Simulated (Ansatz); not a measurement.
MnS:

```xyz
2
Lattice="0.0000 2.6045 2.6045 2.6045 0.0000 2.6045 2.6045 2.6045 0.0000" Properties=species:S:1:pos:R:3 pbc="T T T"
Mn    0.0000    0.0000    0.0000
S     2.6045    2.6045    2.6045
```

Base run:

* Program: Ansatz 0.2.0
* Functional: PBE
* Potentials or basis: all-electron LAPW, scalar-relativistic
* Cutoff: 217 eV
* Density cutoff: 866 eV
* Basis error allowed: 0.001 eV/atom
* k mesh: 7 × 7 × 7
* Occupations: fermi-dirac, width 0.05 eV
* Spin: collinear spin, ferromagnetic start
* Starting moments: [4.0, 0.0] μB
* Hubbard terms: Mn d U = 2 eV

Its results: band gap on the k mesh none (metal or under the smearing width); pressure 2.7 GPa; net moment 4.98 μB per cell; site moments Mn +4.66; S +0.16 μB.

Task: After a change of settings the same cell gave: band gap on the k mesh 1.04 eV, indirect (least direct gap 2.58 eV); pressure 5.1 GPa; net moment 5.00 μB per cell; site moments Mn +4.73; S +0.11 μB. Which change was it?
A. hubbard terms from Mn d U = 2 eV to Mn d U = 4 eV
B. hubbard terms from Mn d U = 2 eV to Mn d U = 6 eV
C. hubbard terms from Mn d U = 2 eV to none

Result: A.

Caveats: the magnetic state may not be the lowest; U is the effective U less J, on atomic orbitals that reach past the spheres; a cell with one magnetic atom can't hold antiferromagnetic order, which such compounds often take; the k mesh is thin for a metal, which can move the energy by tens of meV per atom (some runs); an odd mesh through Γ misses points on the zone boundary, where band edges often lie (some runs).

Not every run made on this cell is shown here.
